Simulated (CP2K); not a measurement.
Hf:

```
Hf
1.0
     3.19670    0.00000    0.00000
    -1.59835    2.76842    0.00000
     0.00000    0.00000    5.05780
Hf
2
Direct
  0.66667 0.33333 0.75000
  0.33333 0.66667 0.25000
```

Base run:

```yaml
Program: CP2K 2026.2
Functional: vdW-DF-cx
Potentials_or_basis: POTENTIAL_UZH Hf GTH-PBE-q12; TZVP-MOLOPT-PBE-GTH basis
Density_cutoff: 9184 eV
k_mesh: 10 × 10 × 5
Occupations: fermi-dirac, width 0.05 eV
Spin: no spin polarisation
```

Its results: band gap on the k mesh none (metal or under the smearing width); pressure -2.5 GPa.

The run is repeated on the same cell with these changes: functional from vdW-DF-cx to SCAN. What comes out?

Band gap on the k mesh none (metal or under the smearing width); pressure 1.0 GPa.

Caveats: the potentials were made for another functional, which shifts forces and pressure; the basis of atomic orbitals isn't converged, which shifts pressures, moduli and gaps.

Not every run made on this cell is shown here.
